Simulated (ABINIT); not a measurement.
Wanted: the native input for an ABINIT 10.8.3 (patched build) run.

* Task: band structure
* Functional: PBEsol
* Potentials or basis: JTH PAW PBE v2.0
* Cutoff: 517 eV
* k mesh: 10 × 10 × 10
* Occupations: fermi-dirac, width 0.05 eV
* Spin: no spin polarisation
* Fine-grid cutoff: 1034.03 eV

Crystal: Hf.

```
CELL_PARAMETERS angstrom
0.00000 2.22000 2.22000
2.22000 0.00000 2.22000
2.22000 2.22000 0.00000
ATOMIC_POSITIONS crystal
Hf 0.00000 0.00000 0.00000
```

This isn't the form of Hf at room conditions, which is hcp.

The input as run:

run.abi

```
# Datasets: ground state, then fixed potential
ndtset 2

# Pseudopotentials
pp_dirpath "./"
pseudos "Hf.GGA_PBE-JTH.xml"

# Structure
acell 3.1395541085 3.1395541085 3.1395541085 Angstrom
rprim
     0.0000000000     0.7071067812     0.7071067812
     0.7071067812     0.0000000000     0.7071067812
     0.7071067812     0.7071067812     0.0000000000
ntypat 1
znucl 72
natom 1
typat 1
xred
     0.0000000000     0.0000000000     0.0000000000

# Plane-wave basis
ecut 19.0
pawecutdg 38.0
pawxcdev 0

# Exchange and correlation
ixc -116133

# Bands and occupations
occopt 3
tsmear 0.05 eV

# SCF cycle
nstep 100

# Output
iomode 3
prtwf 0
prteig 0
prtebands 0
enunit 1
prtden1 1

# Dataset 1
kptopt1 1
ngkpt1 10 10 10
nshiftk1 1
shiftk1 0.0 0.0 0.0
nband1 10
tolvrs1 1.0e-9

# Dataset 2: bands along G-X-W-K-G-L-U-W-L-K
iscf2 -2
getden2 1
nband2 16
nbdbuf2 4
tolwfr2 1.0e-11
kptopt2 -9
ndivsm2 5
prteig2 1
prtvol2 -3
kptbounds2
     0.0000000000     0.0000000000     0.0000000000
     0.5000000000     0.0000000000     0.5000000000
     0.5000000000     0.2500000000     0.7500000000
     0.3750000000     0.3750000000     0.7500000000
     0.0000000000     0.0000000000     0.0000000000
     0.5000000000     0.5000000000     0.5000000000
     0.6250000000     0.2500000000     0.6250000000
     0.5000000000     0.2500000000     0.7500000000
     0.5000000000     0.5000000000     0.5000000000
     0.3750000000     0.3750000000     0.7500000000
```

Potentials or basis: JTH PAW PBE v2.0.

Launch:

```console
$ abinit run.abi > log 2>&1
```

Results of the run:

```yaml
Pressure: -1.7 GPa
Band_gap_on_the_k_mesh: none (metal or under the smearing width)
Valence_electrons_inside_the_program's_atomic_spheres: Hf 9.52 (radii [1.2759] Å)
```

Caveat: the PAW data sets were made with another functional, which shifts forces and pressure a little; spin-orbit coupling is left out, which moves the levels of the heavy elements.

Wall time 12 s on 1 thread of Intel(R) Xeon(R) 6975P-C (Granite Rapids) (shared host), peak memory 0.11 GiB.
